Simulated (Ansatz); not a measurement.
## Deforming TiB$_{2}$

```yaml
crystal:
  lattice:
    - [3.02920, 0.00000, 0.00000]
    - [-1.51460, 2.62336, 0.00000]
    - [0.00000, 0.00000, 3.22840]
  atoms:
    - { symbol: Ti, position: [0.00000, 0.00000, 0.00000] }
    - { symbol: B, position: [0.33333, 0.66667, 0.50000] }
    - { symbol: B, position: [0.66667, 0.33333, 0.50000] }
```

Atom numbers follow the list: Ti1, B2, B3.

The cell comes from COD entry 2002799, which wasn't checked; take it as a given geometry.

Method: DFT, PBEsol, all-electron PAW with datasets made for the crystal, scalar-relativistic (Ansatz 0.2.0).

Sampling and basis: a Γ-centred 15×15×13 k mesh, Fermi–Dirac smearing of 0.08 eV, cutoff 360 eV (chosen by the program for this cell), no spin polarisation.

The unchanged cell is at -5.15 GPa.

In a metal, stresses and small energies carry noise from the k mesh.

x, y and z are the Cartesian axes of the cell as listed; fractional coordinates follow a strain, and an engineering shear is twice the off-diagonal strain component.

**Question.** With this change (equal xy, yz and zx engineering shear strains of -3 %), what becomes of the energy and stress and forces?

**Answer.** Energy change +20 meV/atom; stress change (xx, yy, zz, yz, xz, xy) 0.82, 0.66, 0.96, 8.01, 8.02, 9.16 GPa, compression positive; change of the force on B2 (0.101, 0.013, -0.011) eV/Å.

With equal xy, yz and zx engineering shear strains of -1 %: energy change +2 meV/atom; stress change (xx, yy, zz, yz, xz, xy) 0.09, 0.07, 0.10, 2.60, 2.60, 2.99 GPa, compression positive; change of the force on B2 (0.036, 0.001, -0.001) eV/Å.

**Question.** With this change (equal xy, yz and zx engineering shear strains of +2 %), what becomes of the energy and stress and forces?

**Answer.** Energy change +8 meV/atom; stress change (xx, yy, zz, yz, xz, xy) 0.35, 0.30, 0.41, -4.99, -5.00, -5.76 GPa, compression positive; change of the force on B3 (0.077, -0.006, 0.004) eV/Å.

With equal xy, yz and zx engineering shear strains of -2 %: energy change +9 meV/atom; stress change (xx, yy, zz, yz, xz, xy) 0.36, 0.29, 0.42, 5.27, 5.27, 6.05 GPa, compression positive; change of the force on B2 (0.069, 0.006, -0.005) eV/Å.

**Question.** With this change (equal xy, yz and zx engineering shear strains of +1 %), what becomes of the energy and stress and forces?

**Answer.** Energy change +2 meV/atom; stress change (xx, yy, zz, yz, xz, xy) 0.09, 0.07, 0.10, -2.53, -2.53, -2.92 GPa, compression positive; change of the force on B3 (0.038, -0.001, 0.001) eV/Å.

With equal xy, yz and zx engineering shear strains of +3 %: energy change +19 meV/atom; stress change (xx, yy, zz, yz, xz, xy) 0.79, 0.67, 0.91, -7.38, -7.39, -8.52 GPa, compression positive; change of the force on B3 (0.118, -0.012, 0.008) eV/Å.
